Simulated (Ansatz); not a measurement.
## Relaxing FeGe

These are results of DFT PBE, scalar-relativistic, plane waves, PAW in Ansatz, not measurements. Cutoff 420 eV, Γ-centred k mesh, Gaussian smearing, collinear spin, first started from parallel moments.

This is the end of a relaxation of cell and atoms.

```yaml
crystal:
  lattice:
    - [4.95908, 0.00000, 0.00000]
    - [-2.47954, 4.29469, 0.00000]
    - [0.00000, 0.00000, 4.05421]
  atoms:
    - { symbol: Fe, position: [0.50000, 0.00000, 0.00000] }
    - { symbol: Fe, position: [0.50000, 0.50000, 0.00000] }
    - { symbol: Fe, position: [0.00000, 0.50000, 0.00000] }
    - { symbol: Ge, position: [0.00000, 0.00000, 0.00000] }
    - { symbol: Ge, position: [0.33333, 0.66667, 0.50000] }
    - { symbol: Ge, position: [0.66667, 0.33333, 0.50000] }
```

Energies over the elements count from the elements' standard structures at the same level, with no empirical corrections.

What space group does it have?

P6/mmm (No. 191). Conventional cell: a = 4.959 Å, c = 4.054 Å. Fe has 4 Fe at 2.48 Å and 6 Ge at 2.48 Å; Ge on Wyckoff site a (1 atom of the primitive cell) has 6 Fe at 2.48 Å; Ge on Wyckoff site d (2 atoms of the primitive cell) has 6 Fe at 2.48 Å and 3 Ge at 2.86 Å.

What is its formation energy per atom?

-0.12 eV/atom.

Is it a metal?

Yes, bands cross the Fermi level on the 12×12×10 mesh.

What net moment does it keep?

0.69 μB per atom, with site moments up to 1.46 μB.

The final run used a 12×12×10 mesh on its 6-atom cell and 0.10 eV smearing. For metals, differences of a few meV/atom aren't resolved.

Cost: 2 runs of about 3.9 core-minutes in all, on Intel Xeon 6975P-C (Granite Rapids) (shared hosts).